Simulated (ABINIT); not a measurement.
## NbAs in ABINIT: convergence with pawecutdg

The system is NbAs.

```
Nb As
1.0
    -1.72585    1.72585    5.84000
     1.72585   -1.72585    5.84000
     1.72585    1.72585   -5.84000
Nb As
2 2
Direct
  0.50000 0.00000 0.50000
  0.75000 0.75000 0.00000
  0.91600 0.41600 0.50000
  0.16600 0.16600 0.00000
```

```yaml
Program: ABINIT 10.8.3 (patched build)
Task: single point
Functional: PBEsol
Potentials_or_basis: JTH PAW PBE v2.0 sp
Cutoff: 435 eV
k_mesh: 9 × 9 × 9
Occupations: cold (ABINIT), width 0.1 eV
Spin: no spin polarisation
```

These are the settings of the first run; the series varies pawecutdg, with any setting tied to it.

Hardware: 1 thread of Arm Neoverse V2 (shared host).

```csv
pawecutdg,energy less the tightest run (meV/atom),pressure (GPa),SCF cycles,CPU time (s),peak memory (GiB)
16.5,-0.78,-2.05,10,140,0.19
19.2,0.56,-2.09,10,140,0.19
24,-0.14,-2.11,10,140,0.21
28.8,0.22,-2.12,10,140,0.23
35.2,0.01,-2.11,11,150,0.24
43.2,-0.01,-2.12,11,150,0.28
52.8,0.00,-2.12,11,150,0.33
```

Against the tightest run, the energy stays within 1 meV/atom from 16.5 on; the pressure stays within 0.1 GPa from 16.5 on. The tightest run that finished is the yardstick and may itself not be fully converged.

Caveat, for the tightest run too: the PAW data sets were made with another functional, which shifts forces and pressure a little; this set keeps more shells in the core, which shifts pressures and gaps.
